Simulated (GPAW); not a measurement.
Runs of GPAW 26.7.0 on LiCl. Symmetry: Fm-3m, No. 225, cubic system. The conventional cell has a = 5.130 Å, b = 5.130 Å, c = 5.130 Å, α = 90.00°, β = 90.00°, γ = 90.00°. Around Cl (site symmetry m-3m) lie 6 Li at 2.56 Å. Li (site symmetry m-3m) has 6 Cl at 2.56 Å as nearest neighbours. 

```tsv
task	level	potentials or basis	cell	k mesh	smearing	band path	band points	optimizer	fmax	max steps	gap on the mesh (eV)	pressure (GPa)	V0 of scaled cells (Å³/atom)	B0 (GPa)
equation of state	C09-vdW	GPAW PAW data sets (gpaw-data 1.2.1), pw	as given	7 × 7 × 7	fermi-dirac 0.05 eV	-	-	-	-	-	-	-	16.63	34
equation of state	SOGGA	PAW data sets generated in the run's folder for this functional, pw	as given	7 × 7 × 7	fermi-dirac 0.05 eV	-	-	-	-	-	-	-	16.17	36
band structure	revPBE	the program's PAW data sets (release 1.2.1) made for this functional, pw	as given	9 × 9 × 9	fermi-dirac 0.05 eV	GXWKGLUWLK,UX	80	-	-	-	6.52	2.2	-	-
single point	LDA	the program's PAW data sets (release 1.2.1) made for this functional, pw	as given	9 × 9 × 9	gaussian 0.1 eV	-	-	-	-	-	(a)	-2.8	-	-
relaxation of cell and atoms	RPBE+D4	the program's PAW data sets (release 1.2.1) made for this functional, pw	relaxed	9 × 9 × 9	fermi-dirac 0.05 eV	-	-	BFGS	0.02 eV/Å	60	6.68	0.0	-	-
band structure	BLYP	PAW data sets generated in the run's folder for this functional, pw	as given	9 × 9 × 9	fermi-dirac 0.05 eV	GXWKGLUWLK,UX	80	-	-	-	(c)	(b)	-	-
```

Alike in all rows: no spin polarisation; cutoff (eV) 800.

Fill in the values left out.

(a) 5.98; (b) 1.7; (c) 6.47.

Caveats: an odd mesh through Γ misses points on the zone boundary, where band edges often lie (some runs); the PAW data sets were made with another functional, which shifts forces and pressure a little (some runs); later steps reuse the first step's grids (some runs).

Runs at the PBE level aren't shown here.
